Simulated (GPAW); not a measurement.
# ZnO (Cmmm) in GPAW: convergence with plane-wave cutoff (eV)

Aim: find how far plane-wave cutoff (eV) must go before the results for ZnO settle, at r2SCAN. This setting moves, with any that are tied to it; all else stays.

All numbers are computed with GPAW 26.7.0; they aren't measurements. Logs are shortened: lines on timing, memory, paths and dates and some standing lists are left out, and cuts for length are marked. The log counts tension as positive stress, the text compression.

### Step 1. The crystal as given

The structure is orthorhombic, space group Cmmm (No. 65). Conventional cell: a = 2.866 Å, b = 7.054 Å, c = 2.838 Å, α = 90.00°, β = 90.00°, γ = 90.00°. Zn (site symmetry mmm) is surrounded by 4 O at 2.02 Å. Around O (site symmetry mmm) lie 4 Zn at 2.02 Å.

The cell was built by a generator and needn't be a form met in nature.

### Step 2. With plane-wave cutoff (eV) 300

Contents of run.py:

```python
from ase import Atoms
from ase.dft.bandgap import bandgap
from ase.io import write
from ase.units import GPa
from gpaw import GPAW, PW

atoms = Atoms(['Zn', 'O'],
              cell=[[1.43323, -3.52708, 0.0],
                    [1.43323, 3.52708, 0.0],
                    [0.0, 0.0, 2.83849]],
              scaled_positions=[[0.0, 0.0, 0.0],
                                [0.5, 0.5, 0.5]],
              pbc=True)

calc = GPAW(mode=PW(300),
            xc='MGGA_X_R2SCAN+MGGA_C_R2SCAN',
            kpts={'size': (6, 6, 6), 'gamma': True},
            occupations={'name': 'fermi-dirac', 'width': 0.05},
            nbands=18,
            convergence={'density': 1e-05, 'energy': 1e-05},
            maxiter=100,
            txt='gpaw.txt')
atoms.calc = calc
energy = atoms.get_potential_energy()
forces = atoms.get_forces()
stress = atoms.get_stress()
calc.write('gs.gpw')
write('result.traj', atoms)
print(f'Energy: {energy:.6f} eV')
print('Forces (eV/A):')
print(forces.round(4))
print('Stress (GPa):', (stress / GPa).round(3))
print('Fermi level:', round(calc.get_fermi_level(), 4), 'eV')
print(f'Gap: {bandgap(calc)[0]:.4f} eV, direct: {bandgap(calc, direct=True)[0]:.4f} eV')
```

Potentials or basis: GPAW PAW data sets (gpaw-data 1.2.1), pw.

Command:

```
> OMP_NUM_THREADS=1 python run.py
```

Run time: 22 s. Hardware: 1 thread of Arm Neoverse V1, shared host; peak memory 0.21 GiB.

Results:

```yaml
Free_energy: -9.2873 eV
Pressure: -105.6 GPa
Band_gap_on_the_k_mesh: none (metal or under the smearing width)
```

### Step 3. With plane-wave cutoff (eV) 350

run.py, as its differences from that of step 2:

```diff
@@ -14,3 +14,3 @@
 
-calc = GPAW(mode=PW(300),
+calc = GPAW(mode=PW(350),
             xc='MGGA_X_R2SCAN+MGGA_C_R2SCAN',
```

Potentials or basis: GPAW PAW data sets (gpaw-data 1.2.1), pw.

Command:

```
> OMP_NUM_THREADS=1 python run.py
```

Run time: 39 s. Hardware: 1 thread of Arm Neoverse V1, shared host; peak memory 0.22 GiB.

What came out:

```yaml
Free_energy: -12.8104 eV
Pressure: -69.4 GPa
Band_gap_on_the_k_mesh: none (metal or under the smearing width)
```

### Step 4. With plane-wave cutoff (eV) 400

run.py, as its differences from that of step 3:

```diff
@@ -14,3 +14,3 @@
 
-calc = GPAW(mode=PW(350),
+calc = GPAW(mode=PW(400),
             xc='MGGA_X_R2SCAN+MGGA_C_R2SCAN',
```

Command:

```
> OMP_NUM_THREADS=1 python run.py
```

Wall time 40 s (1 thread of Arm Neoverse V1, shared host); peak memory 0.22 GiB.

Results:

* Free energy: -14.6786 eV
* Pressure: -43.4 GPa
* Band gap on the k mesh: none (metal or under the smearing width)

### Step 5. With plane-wave cutoff (eV) 500

run.py, as its differences from that of step 4:

```diff
@@ -14,3 +14,3 @@
 
-calc = GPAW(mode=PW(400),
+calc = GPAW(mode=PW(500),
             xc='MGGA_X_R2SCAN+MGGA_C_R2SCAN',
```

Command:

```
> OMP_NUM_THREADS=1 python run.py
```

It took 36 s on 1 thread of Arm Neoverse V1, shared host; peak memory 0.23 GiB.

Results:

* Free energy: -16.0850 eV
* Pressure: -16.9 GPa
* Band gap on the k mesh: 0.15 eV, indirect (least direct gap 2.78 eV)

### Step 6. With plane-wave cutoff (eV) 600

run.py, as its differences from that of step 5:

```diff
@@ -14,3 +14,3 @@
 
-calc = GPAW(mode=PW(500),
+calc = GPAW(mode=PW(600),
             xc='MGGA_X_R2SCAN+MGGA_C_R2SCAN',
```

Potentials or basis: GPAW PAW data sets (gpaw-data 1.2.1), pw.

Command:

```
> OMP_NUM_THREADS=1 python run.py
```

Wall time 82 s (1 thread of Arm Neoverse V1, shared host); peak memory 0.25 GiB.

It converged, with:

- Free energy: -16.4209 eV
- Pressure: -8.0 GPa
- Band gap on the k mesh: 0.18 eV, indirect (least direct gap 2.80 eV)

### Step 7. With plane-wave cutoff (eV) 700

run.py, as its differences from that of step 6:

```diff
@@ -14,3 +14,3 @@
 
-calc = GPAW(mode=PW(600),
+calc = GPAW(mode=PW(700),
             xc='MGGA_X_R2SCAN+MGGA_C_R2SCAN',
```

Command:

```
> OMP_NUM_THREADS=1 python run.py
```

Wall time 83 s (1 thread of Arm Neoverse V1, shared host); peak memory 0.25 GiB.

It converged, with:

```
Free energy            : -16.4905 eV
Pressure               : -5.5 GPa
Band gap on the k mesh : 0.18 eV, indirect (least direct gap 2.80 eV)
```

### Step 8. With plane-wave cutoff (eV) 800

run.py, as its differences from that of step 7:

```diff
@@ -14,3 +14,3 @@
 
-calc = GPAW(mode=PW(700),
+calc = GPAW(mode=PW(800),
             xc='MGGA_X_R2SCAN+MGGA_C_R2SCAN',
```

Command:

```
> OMP_NUM_THREADS=1 python run.py
```

Run time: 75 s. Hardware: 1 thread of Arm Neoverse V1, shared host; peak memory 0.26 GiB.

Results (log left out):

```
Free energy            : -16.5024 eV
Pressure               : -4.9 GPa
Band gap on the k mesh : 0.18 eV, indirect (least direct gap 2.80 eV)
```

### Step 9. With plane-wave cutoff (eV) 1000

run.py, as its differences from that of step 8:

```diff
@@ -14,3 +14,3 @@
 
-calc = GPAW(mode=PW(800),
+calc = GPAW(mode=PW(1000),
             xc='MGGA_X_R2SCAN+MGGA_C_R2SCAN',
```

Potentials or basis: GPAW PAW data sets (gpaw-data 1.2.1), pw.

Command:

```
> OMP_NUM_THREADS=1 python run.py
```

Wall time 2.3 min (1 thread of Arm Neoverse V1, shared host); peak memory 0.29 GiB.

Results (log left out):

```yaml
Free_energy: -16.5024 eV
Pressure: -4.9 GPa
Band_gap_on_the_k_mesh: 0.18 eV, indirect (least direct gap 2.80 eV)
```

### Step 10. With plane-wave cutoff (eV) 1200

run.py, as its differences from that of step 9:

```diff
@@ -14,3 +14,3 @@
 
-calc = GPAW(mode=PW(1000),
+calc = GPAW(mode=PW(1200),
             xc='MGGA_X_R2SCAN+MGGA_C_R2SCAN',
```

Potentials or basis: GPAW PAW data sets (gpaw-data 1.2.1), pw.

Command:

```
> OMP_NUM_THREADS=1 python run.py
```

gpaw.txt:

```text
__  _  _
 | _ |_)|_||  |
 |__||  | ||/\| - 26.7.0

Input parameters:
  mode=PW(ecut=1200.0),
  convergence={'density': 1e-05, 'energy': 1e-05},
  kpts=MonkhorstPack(size=(6, 6, 6), gamma=True),
  maxiter=100,
  nbands=18,
  occupations=Occupations(name='fermi-dirac', width=0.05),
  xc=XC(name='MGGA_X_R2SCAN+MGGA_C_R2SCAN')

Diagonalizing LCAO Hamiltonian
Converting LCAO to pw mode

          O
       Zn

Atoms  # Å, Bohr magnetons
|   | symbol |        x |        y |        z |    initial magnetic moments |
|---|--------|----------|----------|----------|-----------------------------|
| 0 |     Zn | 0.000000 | 0.000000 | 0.000000 | ( 0.0000,  0.0000,  0.0000) |
| 1 |      O | 1.433230 | 0.000000 | 1.419245 | ( 0.0000,  0.0000,  0.0000) |

Unit cell  # Å
| periodic |        x |         y |        z |  lengths |     angles |
|----------|----------|-----------|----------|----------|------------|
|      yes | 1.433230 | -3.527080 | 0.000000 | 3.807157 |  90.000000 |
|      yes | 1.433230 |  3.527080 | 0.000000 | 3.807157 |  90.000000 |
|      yes | 0.000000 |  0.000000 | 2.838490 | 2.838490 | 135.771239 |

Number of symmetries: 8
Symmetry operations  # r_c * U_cc + t_c -> r_c
|   | kind |            matrix            |
|---|------|------------------------------|
| 0 |  E   |  1, 0, 0,  0, 1, 0,  0, 0, 1 |
| 1 |  σ   |  1, 0, 0,  0, 1, 0,  0, 0,-1 |
| 2 |  σ   |  0, 1, 0,  1, 0, 0,  0, 0, 1 |
| 3 |  C2  |  0, 1, 0,  1, 0, 0,  0, 0,-1 |
| 4 |  σ   |  0,-1, 0, -1, 0, 0,  0, 0, 1 |
| 5 |  C2  |  0,-1, 0, -1, 0, 0,  0, 0,-1 |
| 6 |  C2  | -1, 0, 0,  0,-1, 0,  0, 0, 1 |
| 7 |  i   | -1, 0, 0,  0,-1, 0,  0, 0,-1 |

BZ-sampling:
  Number of BZ points: 216
  Number of IBZ points: 52

  Monkhorst-Pack size: [6, 6, 6]
  Monkhorst-Pack shift: [0.08333333333333333, 0.08333333333333333, 0.08333333333333333]

K-points  # in reciprocal-cell coordinates
|     |                                coordinates |     weight |
|-----|--------------------------------------------|------------|
|   0 | (  0.00000000,   0.00000000,   0.00000000) | 0.00462963 |
|   1 | (  0.00000000,   0.00000000,   0.16666667) | 0.00925926 |
[... 99 lines left out ...]
  Backstep threshold: 4.0
  History deletion threshold: 6.0
  Fourier metric: weight=20.0, sigma=0.015

occupation numbers:
  Fermi-Dirac:
    width: 0.0500  # eV

poisson solver:
  ecut: 9600.0  # eV

xc functional:
  name: MGGA_X_R2SCAN+MGGA_C_R2SCAN with 2 nearest neighbor stencil

convergence criteria:
- Maximum integral of absolute [dens]ity change: 1e-05 electrons / valence electron
- Maximum [total energy] change in last 3 cyles: 1e-05 eV / valence electron
- Maximum integral of absolute [eigenst]ate change: 4e-08 eV^2 / valence electron
maximum number of iterations: 100

SCF iterations
|iter     | |      energy | eigst |  dens |
|---------|-|-------------|-------|-------|
|iter:   1| |  -21.661323 | +0.51 |       |
|iter:   2| |  -17.566528 | -0.79 | -0.96 |
|iter:   3| |  -17.578380 | -0.75 | -0.98 |
|iter:   4| |  -16.541951 | -0.96 | -1.04 |
|iter:   5| |  -16.492848 | -2.16 | -1.60 |
|iter:   6| |  -16.502584 | -2.24 | -1.93 |
|iter:   7| |  -16.502619 | -4.54 | -2.92 |
|iter:   8| |  -16.502668c| -4.94 | -3.23 |
|iter:   9| |  -16.502669c| -7.20 | -4.59 |
|iter:  10| |  -16.502669c| -8.12c| -5.01c|

Converged in 10 steps
Energy contributions relative to reference atoms: (reference = -50902.178954)

Energy contributions:
  Kinetic:          29.556739
  Coulomb:         -25.592880
  Zero:              0.118713
  External:          0.000000
  Xc:              -20.584687
  Entropy:          -0.001108
  Spinorbit:         0.000000
  ----------------------------
  Free energy:     -16.503223
  Extrapolated:    -16.502669

dipole moment: (-5.253709, 0.000000, -5.202445)  # |e|*Ang

Fermi level: 3.090
Eigenvalues  # (at kpt = [0.000, 0.000, 0.000])
| band index |      eig [eV] | occ [0-2] |
|------------|---------------|-----------|
|          0 |       -16.672 |     2.000 |
|          1 |        -3.243 |     2.000 |
|          2 |        -3.138 |     2.000 |
|          3 |        -2.854 |     2.000 |
|          4 |        -2.811 |     2.000 |
|          5 |        -2.590 |     2.000 |
[... 10 lines left out ...]
|         16 |        23.153 |     0.000 |
|         17 |        26.743 |     0.000 |

Gap: 0.180 eV
Transition (v -> c):
  (s=0, k=3, n=8, [0.00, 0.00, 0.50]) -> (s=0, k=0, n=9, [0.00, 0.00, 0.00])
Direct/indirect transitions are different
Direct gap: 2.804 eV
Transition at: (s=0, k=0, n=8, [0.00, 0.00, 0.00])

Forces  # eV/Ang
|        x |       y |       z |
|----------|---------|---------|
|  0.00000 | 0.00000 | 0.00000 |  # Zn   0
| -0.00000 | 0.00000 | 0.00000 |  # O    1

Stress tensor  # eV/Ang^3
|        x |        y |        z |
|----------|----------|----------|
| 0.040321 | 0.000000 | 0.000000 |
| 0.000000 | 0.011265 | 0.000000 |
| 0.000000 | 0.000000 | 0.040032 |

# Writing to gs.gpw (mode='')
```

stdout:

```text
Energy: -16.502669 eV
Forces (eV/A):
[[ 0.  0.  0.]
 [-0.  0.  0.]]
Stress (GPa): [6.46  1.805 6.414 0.    0.    0.   ]
Fermi level: 3.0897 eV
Gap: 0.1800 eV, direct: 2.8040 eV
```

It took 2.4 min on 1 thread of Arm Neoverse V1, shared host; peak memory 0.32 GiB.

Results:

```
Free energy            : -16.5032 eV
Pressure               : -4.9 GPa
Band gap on the k mesh : 0.18 eV, indirect (least direct gap 2.80 eV)
```

### Step 11. Summary

```csv
plane-wave cutoff (eV),"energy less the tightest run, at zero smearing (meV/atom)",pressure (GPa),gap on the mesh (eV),SCF cycles,CPU time (s),peak memory (GiB)
300,3608.30,-105.63,0.000,11,22,0.21
350,1846.50,-69.43,0.000,11,39,0.22
400,912.41,-43.40,0.000,11,40,0.22
500,209.16,-16.88,0.148,10,36,0.23
600,41.16,-7.99,0.176,10,82,0.25
700,6.37,-5.50,0.178,10,83,0.25
800,0.44,-4.89,0.179,10,75,0.26
1000,0.43,-4.89,0.180,10,140,0.29
1200,0.00,-4.89,0.180,10,150,0.32
```

Against the tightest run, the energy stays within 1 meV/atom from 800 on; the pressure stays within 0.1 GPa from 800 on; the gap on the mesh stays within 0.01 eV from 600 on. The tightest run that finished is the yardstick and may itself not be fully converged.

Caveats: the PAW data sets were made with another functional, which shifts forces and pressure a little.
